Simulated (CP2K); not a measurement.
Runs of CP2K 2026.2 on KBr. The structure is cubic, space group Fm-3m (No. 225). The conventional cell has a = 6.600 Å, b = 6.600 Å, c = 6.600 Å, α = 90.00°, β = 90.00°, γ = 90.00°. Br (site symmetry m-3m) has 6 K at 3.30 Å as nearest neighbours. Around K (site symmetry m-3m) lie 6 Br at 3.30 Å. 

```tsv
task	level	potentials or basis	smearing	EPS_DEFAULT	NGRIDS	points a segment of the path (NPOINTS)	bands added on the path	CUTOFF of the grids	gap on the mesh (eV)	pressure (GPa)
band structure	PBEsol	POTENTIAL_UZH Br GTH-PBE-q7, K GTH-PBE-q9; TZVP-MOLOPT-PBE-GTH basis	fermi-dirac 0.05 eV	1.0E-9	5	6	6	450 Ry	4.18	(a)
band structure	LDA	GTH_POTENTIALS Br GTH-PADE-q7, K GTH-PADE-q9; TZVP-MOLOPT-PBE-GTH basis	fermi-dirac 0.05 eV	1.0E-9	5	10	2	450 Ry	3.99	-1.7
single point	PBE	POTENTIAL_UZH Br GTH-PBE-q7, K GTH-PBE-q9; TZVP-MOLOPT-PBE-GTH basis	fermi-dirac 0.05 eV	1.0E-10	4	-	-	450 Ry	(d)	0.8
band structure	WC	POTENTIAL_UZH Br GTH-PBE-q7, K GTH-PBE-q9; TZVP-MOLOPT-PBE-GTH basis	fermi-dirac 0.05 eV	1.0E-9	5	10	6	675 Ry	4.24	(c)
band structure	BEEF-vdW	POTENTIAL_UZH Br GTH-PBE-q7, K GTH-PBE-q9; TZVP-MOLOPT-PBE-GTH basis	fermi-dirac 0.05 eV	1.0E-9	5	10	6	675 Ry	4.68	1.2
band structure	MS2	POTENTIAL_UZH Br GTH-PBE-q7, K GTH-PBE-q9; TZVP-MOLOPT-PBE-GTH basis	fermi-dirac 0.05 eV	1.0E-9	5	10	6	675 Ry	5.04	0.1
band structure	TB-mBJ	POTENTIAL_UZH Br GTH-PBE-q7, K GTH-PBE-q9; TZVP-MOLOPT-PBE-GTH basis	fermi-dirac 0.1 eV	1.0E-9	5	8	6	675 Ry	5.05	-
band structure	vdW-DF-cx	POTENTIAL_UZH Br GTH-PBE-q7, K GTH-PBE-q9; TZVP-MOLOPT-PBE-GTH basis	fermi-dirac 0.05 eV	1.0E-9	5	10	6	675 Ry	(b)	0.1
```

Alike in all rows: no spin polarisation; cell as given; k mesh 7 × 7 × 7.

**Question.** Fill in the values left out.

**Answer.** (a) -0.2; (b) 4.42; (c) -0.1; (d) 4.38.

Caveats: the basis of atomic orbitals isn't converged, which shifts pressures, moduli and gaps; the potentials were made for another functional, which shifts forces and pressure (some runs); an odd mesh through Γ misses points on the zone boundary, where band edges often lie (some runs); this is a model potential without an energy functional, so only levels have meaning (some runs).

A k mesh can miss the band edges, and the runs leave out spin-orbit coupling on Br.

Not every run made on this cell is shown here.
